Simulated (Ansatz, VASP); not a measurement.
Sn: VASP beside Ansatz

File INCAR:

```
PREC     = Accurate       # precision mode
ENCUT    = 520            # plane-wave cutoff, eV
EDIFF    = 1E-7           # SCF threshold, eV
ISMEAR   = -1             # smearing method
SIGMA    = 0.1            # smearing width, eV
LREAL    = False          # projectors in reciprocal space
LASPH    = True           # aspherical terms in the spheres
NELM     = 60             # most SCF steps
ALGO     = Normal         # electronic algorithm
ISIF     = 2              # what is computed and relaxed
LWAVE    = False          # write WAVECAR
LCHARG   = False          # write CHGCAR
GGA      = PE             # functional
NBANDS   = 28             # bands
```

KPOINTS

```
Automatic mesh
0
Gamma
  7 7 9
```

File POSCAR:

```
Sn
1.0
    4.4587138163      0.0000000000      0.0000000000
   -2.2293569082      3.8613594332      0.0000000000
    0.0000000000      0.0000000000      2.6725917108
Sn
3
Direct
    0.0000000000      0.0000000000      0.0000000000
    0.3333333333      0.6666666667      0.5000000000
    0.6666666667      0.3333333333      0.5000000000
```

Input for Ansatz:

```yaml
crystal:
  lattice:
    - [4.4587138163, 0.0, 0.0]
    - [-2.2293569082, 3.8613594332, 0.0]
    - [0.0, 0.0, 2.6725917108]
  atoms:
    - { symbol: Sn, position: [0.0, 0.0, 0.0] }
    - { symbol: Sn, position: [0.3333333333, 0.6666666667, 0.5] }
    - { symbol: Sn, position: [0.6666666667, 0.3333333333, 0.5] }
kpoints:
  mp_grid: { grid: [7, 7, 9] }
  band_path:
    path:
      - [0.0, 0.0, 0.0]
      - [0.5, 0.0, 0.0]
      - [0.3333333333, 0.3333333333, 0.0]
      - [0.0, 0.0, 0.0]
      - [0.0, 0.0, 0.5]
      - [0.5, 0.0, 0.5]
      - [0.3333333333, 0.3333333333, 0.5]
      - [0.0, 0.0, 0.5]
      - [0.5, 0.0, 0.5]
    npoints: 8
scf:
  occupations: { method: fermi_dirac, width: 0.1 }
hamiltonian:
  xc: pbe
  pseudopotentials: { kind: all_electron, lapw: { basis_error: 0.001 } }
output:
  forces: true
  stress: true
  eigenvalues: true
  populations: true
  dos: { projected: true, de: 0.2, e_range: [-14, 8] }
```

Change from the starting cell: volume scaled by 0.55, LAPW.

Alike in both runs: task single point; functional PBE; k mesh 7 × 7 × 9; occupations fermi-dirac, width 0.1 eV; no spin polarisation.

|  | VASP | Ansatz |
| --- | --- | --- |
| version | VASP 6.6.1 | Ansatz 0.2.0 |
| potentials or method | VASP PAW PBE potentials, release 64 (Sn_d) | all-electron LAPW, scalar-relativistic |
| plane-wave cutoff (eV) | 520 | see its input |

|  | VASP | Ansatz | Ansatz less VASP |
| --- | --- | --- | --- |
| pressure (GPa) | 118.4 | 118.2 | -0.18 |
| largest component of the traceless stress (GPa) | 0.31 | 0.31 | +0.005 |

Ansatz ran all-electron here, so the differences hold the error of VASP's frozen core and of both bases.

Caveats: the cell as given lies far from equilibrium; so large a pressure means that the cell lies far from this level's equilibrium, or that cutoff or potentials fall short (VASP).
